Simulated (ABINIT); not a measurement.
A run of ABINIT 10.8.3 (patched build):

File run.abi:

```
# Datasets: one volume each
ndtset 7
getwfk -1
scalecart1 3*0.9795861087
scalecart2 3*0.9864848297
scalecart3 3*0.9932883884
scalecart4 3*1.0000000000
scalecart5 3*1.0066227096
scalecart6 3*1.0131594038
scalecart7 3*1.0196128224

# Pseudopotentials
pp_dirpath "./"
pseudos "P.upf, B.upf"

# Structure
acell 3.208850573 3.208850573 3.208850573 Angstrom
rprim
     0.0000000000     0.7071067812     0.7071067812
     0.7071067812     0.0000000000     0.7071067812
     0.7071067812     0.7071067812     0.0000000000
ntypat 2
znucl 15 5
natom 2
typat 1 2
xred
     0.7500000000     0.7500000000     0.7500000000
     0.0000000000     0.0000000000     0.0000000000

# Plane-wave basis
ecut 38.0

# k points
kptopt 1
ngkpt 10 10 10
nshiftk 1
shiftk 0.0 0.0 0.0

# Exchange and correlation
ixc 27

# Bands and occupations
nband 8
occopt 3
tsmear 0.05 eV

# SCF cycle
nstep 100
tolvrs 1.0e-10

# Output
iomode 3
prtwf 1
prtden 0
prteig 0
prtebands 0
enunit 1
```

Potentials or basis: PseudoDojo NC SR PBE v0.4.1 standard.

The run is started by

```console
$ abinit run.abi > log 2>&1
```

Hardware: 1 thread of Arm Neoverse V1, with other jobs on the host.

Estimate the wall time of this run.

Wall time 2.2 min on 1 thread of Arm Neoverse V1, on a shared host, peak memory 0.11 GiB. Counts: scf iterations 64, k points 47, bands 8, plane waves 1672.
